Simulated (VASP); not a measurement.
Input of a VASP 6.6.1 run:

File INCAR:

```
PREC = Accurate ; ENCUT = 520
EDIFF = 1E-7 ; ISMEAR = 0
SIGMA = 0.05 ; LREAL = False
LASPH = True ; NELM = 100
ALGO = Fast ; ISIF = 2
LWAVE = False ; LCHARG = False
NBANDS = 16
```

File KPOINTS:

```
Automatic mesh
0
Gamma
  12 12 1
```

POSCAR

```
C
1.0
    2.4600000000      0.0000000000      0.0000000000
   -1.2300000000      2.1304224933      0.0000000000
    0.0000000000      0.0000000000     21.3500000000
C
4
Direct
    0.0000000000      0.0000000000      0.5772167815
    0.3333333333      0.6666666667      0.5772548865
    0.0000000000      0.0000000000      0.4227832185
    0.6666666667      0.3333333333      0.4227451135
```

Potentials or basis: VASP PAW LDA potentials, release 64 (C).

Launch:

```console
$ cat potpaw_LDA.64/C/POTCAR > POTCAR
$ mpirun -np 1 vasp_std > vasp.out
```

(1) Estimate the band gap on the k mesh.

Results:

(1) none (metal or under the smearing width).
